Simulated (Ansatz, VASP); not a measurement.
# One calculation of Sb, two programs

```
Sb
1.0
     0.00000    2.38695    2.38695
     2.38695    0.00000    2.38695
     2.38695    2.38695    0.00000
Sb
1
Cartesian
  0.0000 0.0000 0.0000
```

This isn't the form of Sb at room conditions, which is rhombohedral.

Alike in both runs: task single point; functional PBE; k mesh 10 × 10 × 10; occupations fermi-dirac, width 0.05 eV; no spin polarisation.

|  | VASP | Ansatz |
| --- | --- | --- |
| version | VASP 6.6.1 | Ansatz 0.2.0 |
| potentials or method | VASP PAW PBE potentials, release 64 (Sb) | Ansatz PAW soft_1 |
| plane-wave cutoff (eV) | 520 | 420 |
| valence electrons in the cell | 5 | 15 |

|  | VASP | Ansatz | Ansatz less VASP |
| --- | --- | --- | --- |
| gap on the k mesh at the Fermi level (eV) | none | none | - |
| pressure (GPa) | 0.5 | 0.6 | +0.14 |

A gap of «none» marks a metal or a gap that the smearing closes. The two sets of potentials don't hold the same shells in valence.

The runs have no spin-orbit coupling, so splittings on Sb are missing.
